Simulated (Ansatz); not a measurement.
# MgO at 6 GPa: from Born charge to LO–TO splitting and polaron coupling

Level of theory: DFT PBEsol, scalar-relativistic, plane waves, PAW in Ansatz. Plane waves to 420 eV; Γ-centred k mesh 10×10×10; fixed occupations. No spin polarisation. Phonons by linear response, acoustic sum rule imposed.

The cell, relaxed at 6 GPa:
```yaml
crystal:
  lattice:
    - [0.00000, 2.08237, 2.08237]
    - [2.08237, 0.00000, 2.08237]
    - [2.08237, 2.08237, 0.00000]
  atoms:
    - { symbol: Mg, position: [0.00000, 0.00000, 0.00000] }
    - { symbol: O, position: [0.50000, 0.50000, 0.50000] }
```

Linear response gives ν_TO = 420.7 cm⁻¹, Born charges ±1.965 e (positive on Mg) and ε∞ = 3.205. The primitive cell holds 18.059 Å³, and the masses are 24.305 and 15.999 amu.

Question: Find ν_LO and the static dielectric constant.

Answer: The long-wave field adds a restoring force: ω_LO² − ω_TO² = Z*²e²/(ε_vac ε∞ μV). In these units ν_LO² − ν_TO² = 4.92064×10⁷ Z*²/(μ V ε∞) cm⁻², with μ = m₁m₂/(m₁ + m₂) = 9.648 amu: 340379 cm⁻². So ν_LO = √(420.7² + 340379) = 719.3 cm⁻¹, and the run gives 719.3. Lyddane–Sachs–Teller then gives ε0 = ε∞ (ν_LO/ν_TO)² = 9.37, against 9.37 in the run (it forms both from the same three quantities, so the match checks the arithmetic only). Between ν_TO and ν_LO the dielectric function is negative and an undamped crystal reflects fully: a reststrahlen band from 13.9 to 23.8 μm.

Question: What do the Clausius–Mossotti polarisability and the Szigeti charge come to?

Answer: With the Lorentz local field, α = (3V/4π)(ε∞ − 1)/(ε∞ + 2) = 1.83 Å³ for the pair, and e_S = 3Z*/(ε∞ + 2) = 1.13 e. The Born charge includes the electrons' response to the dipole's own local field, and e_S takes that enhancement out. The Lorentz field assumes point-like polarisable ions, a fair picture at this small ε∞.

Question: How strongly does a slow electron couple to the LO mode?

Answer: For one isotropic parabolic band, Fröhlich's constant is α_F = (1/ε∞ − 1/ε0) √(m* Ry/ħω_LO), with Ry = 13.606 eV, ħω_LO = 89.2 meV and m* in free-electron masses: α_F = 0.2053 × 12.35 × √m* = 2.54 √m*. The band mass isn't part of this run; for m* = 0.1, 0.3 and 1 it gives 0.80, 1.39, 2.54. In weak coupling the polaron lies α_F ħω_LO below the band edge (124 meV at m* = 0.3) with a mass m*(1 + α_F/6); past α_F of about 5 or 6 that expansion fails. A semilocal functional's ε∞ tends to be too large, which taken alone lowers α_F.

Cost: 1 run of about 0.15 core-minutes, on Arm Neoverse V2 (shared hosts).

The Born charge of 1.965 e lies close to the formal ionic value, as expected for a closed-shell oxide with a wide gap: moving the ions transfers little charge between O 2p and the empty Mg states, unlike in ferroelectric perovskites, where dynamic covalency pushes the charges far above nominal. The wide LO–TO splitting therefore needs no anomalous charge. It follows from nearly full ionic charges in a small cell, a light reduced mass and weak electronic screening. The same polar mode supplies most of the static dielectric constant of 9.37. The smaller Szigeti charge of 1.13 e reflects distortion of the electron shells by short-range overlap as the ions move, and is no sign that the static ionicity is low.

For electrons, the dispersive, s-like conduction band of MgO suggests a light mass and hence a large polaron with weak to intermediate coupling. That picture doesn't carry over to holes, whose flat, degenerate O 2p bands fall outside the single-band model and may favour localisation through short-range distortion.
